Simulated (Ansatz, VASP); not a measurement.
## S: VASP beside Ansatz

```xyz
1
Lattice="0.0000 1.8348 1.9146 1.8348 0.0000 1.9146 1.8348 1.8348 0.0000" Properties=species:S:1:pos:R:3 pbc="T T T"
S     0.0000    0.0000    0.0000
```

Change from the starting cell: strain -0.080 along x and y, -0.040 along z, atoms carried along.

Alike in both runs: task single point; functional r2SCAN; k mesh 20 × 20 × 20; occupations gaussian, width 0.15 eV; no spin polarisation.

|  | VASP | Ansatz |
| --- | --- | --- |
| version | VASP 6.6.1 | Ansatz 0.2.0 |
| potentials or method | VASP PAW PBE potentials, release 64 (S) | scalar-relativistic, plane waves, PAW |
| plane-wave cutoff (eV) | 520 | 500 |
| valence electrons in the cell | 6 | 6 |

Ansatz gave:

| Quantity | Value |
| --- | --- |
| gap on the k mesh at the Fermi level (eV) | none |
| pressure (GPa) | 27.5 |
| largest component of the traceless stress (GPa) | 3.54 |

What did VASP give for the same quantities?

gap on the k mesh at the Fermi level (eV): none; pressure (GPa): 26.9; largest component of the traceless stress (GPa): 3.56.

A gap of «none» marks a metal or a gap that the smearing closes.

Caveats: so large a pressure means that the cell lies far from this level's equilibrium, or that cutoff or potentials fall short (VASP); the potentials were made for another functional, which shifts forces and pressure (VASP).
